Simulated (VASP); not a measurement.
Wanted: the native input for a VASP 6.6.1 run.

```
Task                   : relaxation of cell and atoms
Functional             : PBEsol
Potentials or basis    : VASP PAW PBE potentials, release 64 (Ti_sv)
Cutoff                 : 600 eV
k mesh                 : 16 × 16 × 10
Occupations            : methfessel-paxton, width 0.1 eV
Spin                   : no spin polarisation
Further INCAR settings : ALGO = Normal; EDIFF = 1e-06; IBRION = 2; EDIFFG = -0.005; NSW = 40; ISIF = 3
```

The structure of Ti lies in POSCAR:

```
Ti
1.0
    2.9000000000      0.0000000000      0.0000000000
   -1.4500000000      2.5114736700      0.0000000000
    0.0000000000      0.0000000000      4.6000000000
Ti
2
Direct
    0.3333333300      0.6666666700      0.2500000000
    0.6666666700      0.3333333300      0.7500000000
```

The cell was built by a generator and needn't be a form met in nature.

The input as run:

INCAR

```
SYSTEM = Ti
PREC = Accurate
ENCUT = 600
EDIFF = 1E-6
ISMEAR = 1
SIGMA = 0.1
LREAL = .False.
LASPH = .True.
NELM = 120
ALGO = Normal
ISIF = 3
LWAVE = .False.
LCHARG = .False.
GGA = PS
IBRION = 2
NSW = 40
EDIFFG = -0.005
```

KPOINTS

```
regular mesh
0
Gamma
  16 16 10
  0 0 0
```

Potentials or basis: VASP PAW PBE potentials, release 64 (Ti_sv).

The run is started by

```bash
$ cat potpaw_PBE.64/Ti_sv/POTCAR > POTCAR
$ mpirun -np 1 vasp_std > vasp.out
```

Results of the run:

- Relaxed volume: 16.68 Å³/atom
- Relaxed cell: a = 2.899 Å, b = 2.899 Å, c = 4.582 Å, α = 90.00°, β = 90.00°, γ = 120.00°
- Space group after relaxing (to 0.05 Å): P6_3/mmc (No. 194)
- Energy gained by relaxing: 0.2 meV/atom
- Ionic steps: 9
- Pressure after relaxing: 0.0 GPa
- Band gap on the k mesh: none (metal or under the smearing width)

Caveat: the PAW data sets were made with another functional, which shifts forces and pressure a little.

Run time: 8.9 min on 1 thread of AMD EPYC 7R43 64-Core Processor (Zen 3), on a shared host, peak memory 0.2 GiB.
